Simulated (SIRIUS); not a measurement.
## GaN under changes of volume

One of the cells (9.930 Å³/atom); the others are scaled copies at fixed shape and fractional positions:

```
CELL_PARAMETERS angstrom
0.00000 2.14938 2.14938
2.14938 0.00000 2.14938
2.14938 2.14938 0.00000
ATOMIC_POSITIONS crystal
Ga 0.00000 0.00000 0.00000
N 0.50000 0.50000 0.50000
```

Measurements of this composition are mostly on another form, of space group No. 186.

| Item | Value |
| --- | --- |
| Program | SIRIUS 7.10.0 |
| Functional | PBE |
| Potentials or basis | PseudoDojo 0.4.1 PBE standard (scalar relativistic) |
| Cutoff | 1152 eV |
| Density cutoff | 4606 eV |
| k mesh | 11 × 11 × 11 |
| Occupations | fermi-dirac, width 0.05 eV |
| Spin | no spin polarisation |

| volume (Å³/atom) | energy over the lowest point (meV/atom) | pressure (GPa) | gap on the mesh (eV) |
| --- | --- | --- | --- |
| 9.151 | 22.61 | 14.7 | 0.96 |
| 9.346 | 8.12 | 9.2 | 0.82 |
| 9.540 | 0.00 | 4.2 | 0.69 |
| 9.930 | 0.27 | -4.1 | 0.44 |
| 10.124 | 7.50 | -7.6 | 0.32 |
| 10.319 | ? | ? | ? |

Q: What does the run at 10.319 Å³/atom give?

A: Energy over the lowest point 18.79 meV/atom; pressure -10.7 GPa; gap on the mesh 0.21 eV.

Worked out: A Birch-Murnaghan fit of order 3 (a polynomial in V^(-2/3)) to the other rows has its minimum at 9.73 Å³/atom with B0 = V·E''(V) = 211 GPa and B' = 4.4. It gives 18.89 meV/atom at 10.319 Å³/atom, against the run's 18.79, and -dE/dV = -10.9 GPa, against -10.7. A straight line through the other rows of the gap, of slope -6.31 eV per unit of ln V, extrapolates to 0.20 eV, against the run's 0.21.

Energies are extrapolated to zero smearing.

Caveats: an odd mesh through Γ misses points on the zone boundary, where band edges often lie. Spin-orbit coupling on Ga is left out.
